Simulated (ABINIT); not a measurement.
A run of ABINIT 10.8.3 (patched build) is set up as follows.

run.abi

```
ndtset 2

pp_dirpath "./"
pseudos "50_Sn_14_2.5_3.0_pbe_n_v1.0.psp8, 08_O_6_1.2_1.4_pbe_n_v1.0.psp8"

acell 4.738 4.738 3.1865 Angstrom
rprim
     1.0000000000     0.0000000000     0.0000000000
     0.0000000000     1.0000000000     0.0000000000
     0.0000000000     0.0000000000     1.0000000000
ntypat 2
znucl 50 8
natom 6
typat 1 1 2 2 2 2
xcart
     4.4767611892     4.4767611892     3.0108061481
     0.0000000000     0.0000000000     0.0000000000
     7.2263879117     1.7271344668     3.0108061481
     6.2038956560     6.2038956560     0.0000000000
     1.7271344668     7.2263879117     3.0108061481
     2.7496267224     2.7496267224     0.0000000000

ecut 40.0

ixc 11

occopt 3
tsmear 0.05 eV

nstep 100

iomode 3
prtwf 0
prteig 0
prtebands 0
prtden1 1

kptopt1 1
ngkpt1 5 5 6
nshiftk1 1
shiftk1 0.0 0.0 0.0
nband1 32
tolvrs1 1.0e-10

iscf2 -2
getden2 1
nband2 38
nbdbuf2 4
tolwfr2 1.0e-11
kptopt2 -7
ndivsm2 6
prteig2 1
kptbounds2
     0.0000000000     0.0000000000     0.0000000000
     0.0000000000     0.5000000000     0.0000000000
     0.5000000000     0.5000000000     0.0000000000
     0.0000000000     0.0000000000     0.0000000000
     0.0000000000     0.0000000000     0.5000000000
     0.0000000000     0.5000000000     0.5000000000
     0.5000000000     0.5000000000     0.5000000000
     0.0000000000     0.0000000000     0.5000000000
```

Potentials or basis: SPMS NC PBE v1.0.

Command:

```sh
$ abinit run.abi > log 2>&1
```

Task: Estimate the band gap along the path.

Result: 1.20 eV, direct.

Task: Estimate the pressure.

Result: 10.3 GPa.

Stress tensor (GPa, compression positive):
```
 9.31  0.00  0.00
 0.00  9.31  0.00
 0.00  0.00 12.31
```

Caveat: spin-orbit coupling is left out, which moves the levels of the heavy elements.
